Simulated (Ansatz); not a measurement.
Runs of Ansatz 0.2.0 on Pd. It takes space group P6_3/mmc (No. 194, hexagonal). The conventional cell has a = 2.784 Å, b = 2.784 Å, c = 4.629 Å, α = 90.00°, β = 90.00°, γ = 120.00°. Pd (site symmetry -6m2) has 12 Pd at 2.78 to 2.82 Å as nearest neighbours. This isn't the form of Pd at room conditions, which is fcc.

```csv
task,level,spin,cell,points for each segment of the path,gap on the mesh (eV),pressure (GPa),relaxed volume (Å³/atom)
relaxation of cell and atoms,PBEsol+D3(BJ)-ATM,off,relaxed,-,none,0.0,14.26
relaxation of cell and atoms,PBEsol+D4,off,relaxed,-,none,0.0,14.41
relaxation of cell and atoms,PBEsol+D3(BJ),off,relaxed,-,none,0.0,(b)
band structure,PBEsol,off,as given,14,none,(a),-
band structure,PBEsol,"SOC, no magnetisation",as given,14,none,-10.2,-
```

Alike in all rows: potentials or basis Ansatz PAW; k mesh 11 × 11 × 6; cutoff (eV) 420; smearing fermi-dirac 0.05 eV.

Task: Fill in the values left out.

Result: (a) -10.3; (b) 14.14.

Caveats: the PAW data sets come from PBE, with cores solved anew for the run's functional, which leaves a small shift of forces and pressure; the plane-wave basis is chosen anew once the cell has moved, so the energies of steps on either side of that aren't comparable (some runs); pairwise dispersion overbinds metals, which lowers pressure and volume (some runs).

A k mesh can miss the band edges, and rows without SOC leave out spin-orbit coupling on Pd.

A gap of «none» marks a metal or a gap under the smearing width.
